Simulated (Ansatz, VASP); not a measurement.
## AlRu: VASP beside Ansatz

```
Ru Al
1.0
     3.00403    0.00000    0.00000
     0.00000    3.00403    0.00000
     0.00000    0.00000    3.00403
Ru Al
1 1
Direct
  0.00000 0.00000 0.00000
  0.50000 0.50000 0.50000
```

Alike in both runs: functional PBE; k mesh 16 × 16 × 16; occupations gaussian, width 0.1 eV; no spin polarisation.

Ansatz relaxed the structure, and its values are those at the end. VASP's run is a single point on that final structure, the one shown.

|  | VASP | Ansatz |
| --- | --- | --- |
| version | VASP 6.6.1 | Ansatz 0.2.0 |
| potentials or method | VASP PAW PBE potentials, release 64 (Ru_pv, Al) | scalar-relativistic, plane waves, PAW |
| plane-wave cutoff (eV) | 520 | 420 |
| valence electrons in the cell | 17 | 19 |

VASP gave:

- gap on the k mesh at the Fermi level (eV): none
- pressure (GPa): -0.1

Q: Which values does Ansatz return?

A: gap on the k mesh at the Fermi level (eV): none; pressure (GPa): 0.0.

A gap of «none» marks a metal or a gap that the smearing closes. The two sets of potentials don't hold the same shells in valence.
